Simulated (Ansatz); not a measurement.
**TaH5: one candidate of a structure search**

Where does this trial cell of TaH5 go when cell and atoms are let free?

Computed with Ansatz 0.2.0 (DFT PBE, scalar-relativistic, plane waves, PAW, unless a step's input says otherwise).

## Step 1: The system as given

Symmetry: P6/mmm, No. 191, hexagonal system. The conventional cell has a = 4.191 Å, b = 4.191 Å, c = 3.318 Å, α = 90.00°, β = 90.00°, γ = 120.00°. Ta (site symmetry 6/mmm) has 18 H at 2.42 to 2.67 Å as nearest neighbours. H (site symmetry mmm) has 8 H at 2.05 to 2.10 Å and 4 Ta at 2.67 Å as nearest neighbours. H (site symmetry -6m2) has 9 H at 2.05 to 2.42 Å and 3 Ta at 2.42 Å as nearest neighbours.

Structure file:

```xyz
6
Lattice="4.1913 0.0000 0.0000 -2.0957 3.6298 0.0000 0.0000 0.0000 3.3180" Properties=species:S:1:pos:R:3 pbc="T T T"
Ta    0.0000    0.0000    0.0000
H     2.0957    0.0000    1.6590
H     1.0478    1.8149    1.6590
H    -1.0478    1.8149    1.6590
H     0.0000    2.4199    0.0000
H     2.0957    1.2099    0.0000
```

A structure generator made this guess: species swapped into a database cell of KAu5 (P6/mmm, No. 191), with Ta on the K sites and H on the Au sites. Lengths come from tabulated atomic sizes and are only a guess.

## Step 2: Probe: one point on a coarse mesh

input.yaml

```yaml
crystal:
  lattice:
    - [4.1913431, 0.0, 0.0]
    - [-2.09567155, 3.6298096, 0.0]
    - [0.0, 0.0, 3.31799277]
  atoms:
    - { symbol: Ta, position: [0.0, 0.0, 0.0] }
    - { symbol: H, position: [0.5, 0.0, 0.5] }
    - { symbol: H, position: [0.5, 0.5, 0.5] }
    - { symbol: H, position: [0.0, 0.5, 0.5] }
    - { symbol: H, position: [0.33333333, 0.66666667, 0.0] }
    - { symbol: H, position: [0.66666667, 0.33333333, 0.0] }
basis:
  ecutwfc: 420
kpoints:
  mp_grid: { grid: [6, 6, 6] }
hamiltonian:
  xc: pbe
scf:
  occupations: { method: gaussian, width: 0.1 }
  lower_state_search: "off"
output:
  forces: true
  stress: true
  eigenvalues: true
```

Started as:

```sh
$ ansatz run input.yaml --threads 1 --pin off --max-ram 2048MiB --backend cpu --events-out ev --progress --plain --runs-dir out
```

The log of the run, cut to the lines that bear on the results:

```text
Warning: RAYON_NUM_THREADS=1 ignored (pool sized by the plan → 1); use --threads N
[...]
Pseudopotentials: kind: paw
Pseudopotential: Ta, paw, valence charge 13, recommended cutoff 420 eV (normal), Ta.paw.azcp
Pseudopotential: H, paw, valence charge 1, recommended cutoff 420 eV (normal), H.paw.azcp
Functional definition: PBE
[...]
Crystal: 6 atoms, lattice volume = 50.479 Å³
Basis set: ecut = 420 eV, 953 PW (Γ), exchange–correlation on 60×60×48 points (8 copies of the dense FFT grid, shifted against one another)
Bands: 15, of which v1, the nominal top of the filled ones, is band 9 counted from 1 (8 counted from 0)
Symmetry: 24 space group operations
Space group: P6/mmm (ITA 191), of the structure as read, at distance tolerance 3.7e-5 Å
[...]
--- Forces (eV/Å), atoms counted from 1 ---
  atom   1  Ta    -0.00000000    -0.00000000     0.00000000
  atom   2  H     -0.00000000     0.00000000     0.00000000
  atom   3  H      0.00000000    -0.00000000     0.00000000
  atom   4  H      0.00000000    -0.00000000     0.00000000
  atom   5  H      0.00000000     0.00000000     0.00000000
  atom   6  H     -0.00000000    -0.00000000     0.00000000
[...]
--- Stress (GPa, compression-positive) ---
      -39.013480      -0.000000       0.000000
        0.000000     -39.013480      -0.000000
        0.000000      -0.000000     -28.963369
  P = ⅓ Tr σ = -35.6634 GPa (-356.634 kbar)
--- Band table (eV; the first three rows and the last of 28) ---
  k-point 0: bands = ["-62.8938", "-29.2678", "-29.2678", "-28.9688", "-2.9580", "4.0583", "4.3541", "4.3541", "5.7000", "8.2631", "8.2631", "9.6445", "10.3989", "10.3989", "12.3364"]
[...]
```

Run time: 0.76 s. Hardware: 1 thread of Intel Xeon Platinum 8559C (Emerald Rapids), shared host; peak memory 0.36 GiB.

The probe gives pressure -35.7 GPa, largest force 0.00 eV/Å, gap on this mesh none (metal). A guess like this is first relaxed loosely on the coarse mesh.

[end of part 1 of 3]
